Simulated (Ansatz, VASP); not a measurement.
## AgCl in VASP and in Ansatz

File INCAR:

```
SYSTEM = AgCl
  PREC = Accurate
  ENCUT = 520
  EDIFF = 1E-6
  ISMEAR = 0
  SIGMA = 0.05
  LREAL = .FALSE.
  LASPH = .TRUE.
  NELM = 100
  ALGO = Normal
  ISIF = 2
  LWAVE = .FALSE.
  LCHARG = .FALSE.
  GGA = PS
  NBANDS = 16
```

Contents of KPOINTS:

```
Automatic mesh
0
G
  12 12 12
  0 0 0
```

Contents of POSCAR:

```
AgCl
1.0
    3.2719237599      0.0588001618      0.0588001618
    0.0588001618      3.2719237599      0.0588001618
    0.0588001618      0.0588001618      3.2719237599
Ag Cl
1 1
Direct
    0.0000000000      0.0000000000      0.0000000000
    0.5000000000      0.5000000000      0.5000000000
```

Input for Ansatz:

```yaml
crystal:
  lattice:
    - [3.2719237599, 0.0588001618, 0.0588001618]
    - [0.0588001618, 3.2719237599, 0.0588001618]
    - [0.0588001618, 0.0588001618, 3.2719237599]
  atoms:
    - { symbol: Ag, position: [0.0, 0.0, 0.0] }
    - { symbol: Cl, position: [0.5, 0.5, 0.5] }
basis:
  ecutwfc: 420
kpoints:
  mp_grid: { grid: [12, 12, 12] }
hamiltonian:
  xc: pbesol
scf:
  occupations: { method: gaussian, width: 0.05 }
output:
  forces: true
  stress: true
  eigenvalues: true
```

Alike in both runs: task single point; functional PBEsol; k mesh 12 × 12 × 12; occupations gaussian, width 0.05 eV; no spin polarisation.

|  | VASP | Ansatz |
| --- | --- | --- |
| version | VASP 6.6.1 | Ansatz 0.2.0 |
| potentials or method | VASP PAW PBE potentials, release 64 (Ag, Cl) | scalar-relativistic, plane waves, PAW |
| plane-wave cutoff (eV) | 520 | 420 |
| valence electrons in the cell | 18 | 26 |

|  | VASP | Ansatz | Ansatz less VASP |
| --- | --- | --- | --- |
| gap on the k mesh at the Fermi level (eV) | 0.38 | 0.38 | -0.001 |
| least direct gap on the mesh (eV) | 2.38 | 2.37 | -0.003 |
| pressure (GPa) | 4.1 | 4.2 | +0.13 |
| largest component of the traceless stress (GPa) | 0.35 | 0.34 | -0.005 |

The two sets of potentials don't hold the same shells in valence.

Caveats: the PAW data sets were made with another functional, which shifts forces and pressure a little (VASP).
